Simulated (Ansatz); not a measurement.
TaSi2 under strain: ¹⁸¹Ta nuclear quadrupole resonance

Cell: a structure deposited in the COD, relaxed with PBE at fixed cell and then changed (z stretched by 3 %, ions relaxed).

```xyz
9
Lattice="4.7839 0.0000 0.0000 -2.3920 4.1430 0.0000 0.0000 0.0000 6.7671" Properties=species:S:1:pos:R:3 pbc="T T T"
Ta    2.3920    0.0000    0.0000
Ta    1.1960    2.0715    4.5114
Ta   -1.1960    2.0715    2.2557
Si    0.0000    1.3241    0.0000
Si    3.6372    0.6621    4.5114
Si    1.2452    3.4809    2.2557
Si    2.3920    2.8189    0.0000
Si   -1.2452    3.4809    4.5114
Si    1.1467    0.6621    2.2557
```

Sites (sets of like atoms) are named by element and the number of their first atom in this list.

Computed with Ansatz: DFT, PBE, plane waves and PAW, scalar-relativistic, 420 eV cutoff, Γ-centred 11×11×7 k-points, Fermi–Dirac smearing 0.05 eV.

¹⁸¹Ta: I = 7/2, Q = 3170 mb (year-2017 value). Static lattice, zero field.

**Question.** At which frequencies do the ¹⁸¹Ta NQR lines lie?

**Answer.** For I = 7/2 and η = 0 the lines are |C_Q|/14 times 1, 2 and 3; η shifts the lowest up most. At large η the states mix, and weaker lines appear at sums of the main ones; lines under 5 % of the strongest are left out.

```tsv
site	atoms	V_zz (10²¹ V/m²)	C_Q (MHz)	η	line frequencies (MHz)
Ta	1, 2, 3	-8.86	-679	0.37	68.1, 91.9, 143.5, 159.9
```

The run finds no gap above 0.1 eV (a metal, or nearly one), so the gradients can move by 10 % or more with the k-mesh. Without spin–orbit coupling the gradients at and beside Ta can be off by some per cent, at some sites by more. With these PAW files V_zz is typically within 2 to 3 % of all-electron values, but misses above 10 % occur on Ta.
